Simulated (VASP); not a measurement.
# GaN (P6_3mc) in VASP: further runs, part 3 of 3

VASP 6.6.1. Earlier steps stand in the parts before.

### Step 6. Relaxation of cell and atoms, PBE

This run uses another cell than the first one, of 11.75 Å³/atom, 1.037 times its volume.

Input file INCAR:

```
SYSTEM = GaN
PREC = Accurate ; ENCUT = 600
EDIFF = 1E-7 ; ISMEAR = 0
SIGMA = 0.03 ; LREAL = .FALSE.
LASPH = .TRUE. ; NELM = 80
ALGO = Normal ; ISIF = 3
LWAVE = .FALSE. ; LCHARG = .FALSE.
GGA = PE ; IBRION = 2
NSW = 90 ; EDIFFG = -0.005
KPAR = 2
```

Input file KPOINTS:

```
regular mesh
0
G
  12 12 5
  0 0 0
```

Input file POSCAR:

```
GaN                                     
1.0
    3.2171485525     -0.0000000000     -0.0000000000
   -1.6085742762      2.7861323742      0.0000000000
    0.0000000000      0.0000000000      5.2434746818
  Ga              N             
     2     2
Direct
     0.3333333332999970    0.6666666667000030    0.9992400813029199
     0.6666666667000030    0.3333333332999970    0.4992400813029199
     0.3333333332999970    0.6666666667000030    0.3757599186970801
     0.6666666667000030    0.3333333332999970    0.8757599186970801
```

Potentials or basis: VASP PAW PBE potentials, release 64 (Ga_d, N).

Started as:

```console
cat potpaw_PBE.64/Ga_d/POTCAR potpaw_PBE.64/N/POTCAR > POTCAR
mpirun -np 2 vasp_std > vasp.out
```

OUTCAR:

```text
SYSTEM = GaN
   PREC = Accurate
   ENCUT = 600
   EDIFF = 1E-7
   ISMEAR = 0
   LREAL = .FALSE.
   LASPH = .TRUE.
   NELM = 80
   ISIF = 3
   GGA = PE
   IBRION = 2
   NSW = 90
   EDIFFG = -0.005

 ion  position               nearest neighbor table
   1  0.333  0.667  0.999-   4 1.97   4 1.97   4 1.97   3 1.97
   2  0.667  0.333  0.499-   3 1.97   3 1.97   3 1.97   4 1.97
   3  0.333  0.667  0.376-   2 1.97   2 1.97   2 1.97   1 1.97
   4  0.667  0.333  0.876-   1 1.97   1 1.97   1 1.97   2 1.97

  LATTYP: Found a hexagonal cell.
 ALAT       =     3.2171485525
 C/A-ratio  =     1.6298515895

  Lattice vectors:

 A1 = (   3.2171485525,   0.0000000000,   0.0000000000)
 A2 = (  -1.6085742762,   2.7861323742,   0.0000000000)
 A3 = (   0.0000000000,   0.0000000000,   5.2434746818)

Analysis of symmetry for initial positions (statically):
=====================================================================
 Subroutine PRICEL returns:
 Original cell was already a primitive cell.

 Routine SETGRP: Setting up the symmetry group for a
 hexagonal supercell.

 Subroutine GETGRP returns: Found 12 space group operations
 (whereof  6 operations were pure point group operations)
 out of a pool of 24 trial point group operations.

The static configuration has the point symmetry C_3v.
 The point group associated with its full space group is C_6v.

Analysis of symmetry for dynamics (positions and initial velocities):
=====================================================================
 Subroutine PRICEL returns:
 Original cell was already a primitive cell.

 Routine SETGRP: Setting up the symmetry group for a
 hexagonal supercell.

 Subroutine GETGRP returns: Found 12 space group operations
 (whereof  6 operations were pure point group operations)
 out of a pool of 24 trial point group operations.

The dynamic configuration has the point symmetry C_3v.
[... 126 lines left out ...]
  Fermi-wavevector in a.u.,A,eV,Ry     =   1.497884  2.830591 30.526819  2.243658
  Thomas-Fermi vector in A             =   2.609715
   LORBIT       =      0    0 simple, 1 ext, 2 COOP (PROOUT), +10 PAW based schemes
   GGA     = PE    functional components
   LHFCALC =     F    Hartree Fock is set to
   AEXX    =    0.0000 exact exchange contribution
   IVDW    =     0    specifies the selected vdW correction
   LEPSILON=     F    determine dielectric tensor
   LRPA    =     F    only Hartree local field effects (RPA)
 conjugate gradient relaxation of ions
 non-spin polarized calculation
 Gauss-broadening in eV      SIGMA  =   0.03
  energy-cutoff  :      600.00
  volume of cell :       47.00
 maximum number of plane-waves:      1587
 NGX is ok and might be reduce to    28
   NGX = 13   NGY = 13   NGZ = 21

--------------------------------------- Ionic step        1  -------------------------------------------

 number of electron      36.0000002 magnetization

 Free energy of the ion-electron system (eV)
  ---------------------------------------------------
  ext. energy  EPLUGINS =         0.00000000
  ---------------------------------------------------
  free energy    TOTEN  =       -24.33074118 eV

  energy without entropy =      -24.33074118  energy(sigma->0) =      -24.33074118

------------------------ aborting loop because EDIFF is reached ----------------------------------------

  FORCE on cell =-STRESS in cart. coord.  units (eV):
  Direction    XX          YY          ZZ          XY          YZ          ZX
  --------------------------------------------------------------------------------------
  -------------------------------------------------------------------------------------
  Total        0.0192212      0.0192212      0.0118530      0.0000000      0.0000000      0.0000000
  in kB        0.6552389      0.6552389      0.4040611      0.0000000      0.0000000      0.0000000
  external PRESSURE =       0.5715130 kB  Pullay stress =       0.0000000 kB
[... 63 lines left out ...]
--------------------------------------- Ionic step        3  -------------------------------------------

 number of electron      36.0000003 magnetization

 Free energy of the ion-electron system (eV)
  ---------------------------------------------------
  ext. energy  EPLUGINS =         0.00000000
  ---------------------------------------------------
  free energy    TOTEN  =       -24.33075106 eV

  energy without entropy =      -24.33075106  energy(sigma->0) =      -24.33075106

 E-fermi :   5.1902     XC(G=0): -11.5165

 val. band max:        5.0123224102   @ k =   0.0000   0.0000   0.0000
 cond. band min:       6.7280514739   @ k =   0.0000   0.0000   0.0000
 fundamental gap:      1.7157290637
 Fermi energy:         5.1901719282

 k-point     1 :       0.0000    0.0000    0.0000
  band No.  band energies     occupation
      1     -10.7266      2.00000
      2      -9.9025      2.00000
      3      -8.4100      2.00000
      4      -8.3955      2.00000
      5      -8.3955      2.00000
      6      -8.3397      2.00000
[... 589 lines left out ...]
     21      11.9586      0.00000
     22      13.0346      0.00000

 [... further k-points ...]
[... 5 lines left out ...]
  --------------------------------------------------------------------------------------
  -------------------------------------------------------------------------------------
  Total        0.0059922      0.0059922     -0.0087050      0.0000000     -0.0000000      0.0000000
  in kB        0.2041735      0.2041735     -0.2966083      0.0000000     -0.0000000      0.0000000
  external PRESSURE =       0.0372462 kB  Pullay stress =       0.0000000 kB
[... 19 lines left out ...]
  FREE ENERGIE OF THE ION-ELECTRON SYSTEM (eV)
  ---------------------------------------------------
  free  energy   TOTEN  =       -24.3307510574 eV

  energy  without entropy=      -24.3307510574  energy(sigma->0) =      -24.33075106

 reached required accuracy - stopping structural energy minimisation
```

Wall time 73 s (2 MPI ranks of AMD EPYC 7R13 (Zen 3), shared host); peak memory 0.2 GiB.

What came out:

* Free energy: -24.3308 eV
* Relaxed volume: 11.76 Å³/atom
* Relaxed cell: a = 3.218 Å, b = 3.218 Å, c = 5.244 Å, α = 90.00°, β = 90.00°, γ = 120.00°
* Space group after relaxing (to 0.05 Å): P6_3mc (No. 186)
* Energy gained by relaxing: 0.0 meV/atom
* Ionic steps: 3
* Pressure after relaxing: 0.0 GPa
* Band gap on the k mesh: 1.72 eV, direct

Forces on the atoms (eV/Å):
```
Ga   0.000  0.000 -0.002
Ga   0.000  0.000 -0.002
N    0.000  0.000  0.002
N    0.000  0.000  0.002
```

Final structure:
```
Ga N
1.0
     3.21773    0.00000    0.00000
    -1.60886    2.78663    0.00000
     0.00000    0.00000    5.24405
Ga N
2 2
Direct
  0.33333 0.66667 0.99919
  0.66667 0.33333 0.49919
  0.33333 0.66667 0.37581
  0.66667 0.33333 0.87581
```

As with any semilocal functional, this PBE gap is likely too small.

### Step 7. The runs side by side

```csv
level,gap on the mesh (eV),pressure (GPa),relaxed volume (Å³/atom)
AM05,2.02,0.1,11.33
PBEsol,1.91,0.0,11.35
PBE,1.72,0.0,11.76
```

Alike in all rows: task relaxation of cell and atoms; potentials or basis VASP PAW PBE potentials, release 64 (Ga_d, N); no spin polarisation; cell relaxed; k mesh 12 × 12 × 5; cutoff (eV) 600; smearing gaussian 0.03 eV.

Caveats: the PAW data sets were made with another functional, which shifts forces and pressure a little (some runs).

Absolute energies hang on the potentials; compare differences alone.
